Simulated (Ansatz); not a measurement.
## BaTe: energy along a strain

BaTe, Pm-3m, a = 4.262 Å (as given, not relaxed at this level: -2.2 GPa). This isn't the usual stable structure of the compound. Ansatz: PBEsol, PAW, 420 eV, Γ-centred 6×6×6 mesh on 2 atoms, Gaussian smearing 0.05 eV; no spin polarisation. Cell vectors (Å): 4.262 0.000 0.000; 0.000 4.262 0.000; 0.000 0.000 4.262. The cell is strained by x per cent times the pattern (0 1 0 0 0 0) in the order xx yy zz yz xz xy (engineering shears), with fractional coordinates held. y is the free energy over the start, V0 = 38.722 Å³/atom.

| x (%) | y (meV/atom) |
| --- | --- |
| -2.00 | -7.02 |
| -1.50 | -5.96 |
| -1.00 | -4.43 |
| -0.50 | -2.44 |
| 0.00 | 0.00 |
| 0.50 | 2.89 |
| 1.00 | 6.21 |
| 1.50 | ? |
| 1.75 | 11.98 |
| 2.00 | 14.11 |

Problem. Fit y = c1 x + c2 x² + c3 x³ to the other rows, get the stiffness along the pattern, and predict the missing energy.

Solution. Least squares on the rows shown. y = 5.332 x + 0.8866 x² − 0.01244 x³. The clamped-ion stiffness p·C·p = 2 × 8.866 eV × 160.2 / 38.722 Å³ = 73 GPa, which is C22 in these axes (C11 of the cubic crystal) (second derivative at the start, which stands under stress). At x = 1.50 the fit asked for gives 9.95 meV/atom. The run gave 9.95 meV/atom, the same to the digits shown.